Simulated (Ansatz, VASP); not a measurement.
# GaN in VASP and in Ansatz

```
Ga N
1.0
     2.98064    0.00000    0.00000
    -1.49032    2.58131    0.00000
     0.00000    0.00000    2.68337
Ga N
1 1
Direct
  0.66667 0.33333 0.50000
  0.00000 0.00000 0.00000
```

The cell was built by a generator and needn't be a form met in nature.

Alike in both runs: task single point; functional PBE; k mesh 10 × 10 × 10; occupations fermi-dirac, width 0.05 eV; no spin polarisation.

|  | VASP | Ansatz |
| --- | --- | --- |
| version | VASP 6.6.1 | Ansatz 0.2.0 |
| potentials or method | VASP PAW PBE potentials, release 64 (Ga_d, N) | Ansatz PAW |
| plane-wave cutoff (eV) | 520 | 420 |
| valence electrons in the cell | 18 | 18 |

|  | VASP | Ansatz | Ansatz less VASP |
| --- | --- | --- | --- |
| gap on the k mesh at the Fermi level (eV) | none | none | - |
| pressure (GPa) | 0.7 | 0.0 | -0.67 |
| largest component of the traceless stress (GPa) | 0.21 | 0.30 | +0.089 |

A gap of «none» marks a metal or a gap that the smearing closes. With one functional, cell and mesh, what is left measures potentials, basis and numerics.

Caveats: the pressure holds a Pulay correction of +0.5 GPa for the finite cutoff (Ansatz).
